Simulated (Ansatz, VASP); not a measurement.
BaTe in VASP and in Ansatz

```
Ba Te
1.0
     0.00000    3.32905    3.32905
     3.32905    0.00000    3.32905
     3.32905    3.32905    0.00000
Ba Te
1 1
Direct
  0.00000 0.00000 0.00000
  0.50000 0.50000 0.50000
```

Alike in both runs: task single point; functional r2SCAN; k mesh 8 × 8 × 8; occupations gaussian, width 0.02 eV; no spin polarisation.

```csv
,VASP,Ansatz
version,VASP 6.6.1,Ansatz 0.2.0
potentials or method,"VASP PAW PBE potentials, release 64 (Ba_sv, Te)","scalar-relativistic, plane waves, PAW"
plane-wave cutoff (eV),520,500
valence electrons in the cell,16,26
```

VASP gave:

```
gap on the k mesh at the Fermi level (eV) : 1.48
least direct gap on the mesh (eV)         : 1.84
pressure (GPa)                            : 8.6
```

**Question.** What did Ansatz give for the same quantities?

**Answer.** gap on the k mesh at the Fermi level (eV): 1.59; least direct gap on the mesh (eV): 1.91; pressure (GPa): 8.0.

With one functional, cell and mesh, what is left measures potentials, basis and numerics. The two sets of potentials don't hold the same shells in valence.

Caveats: the PAW data sets were made with another functional, which shifts forces and pressure a little (VASP); spin-orbit coupling is left out, which moves the levels of the heavy elements. A k mesh can miss the band edges. r2SCAN opens gaps a little over a GGA but as a rule still falls short of measured ones.
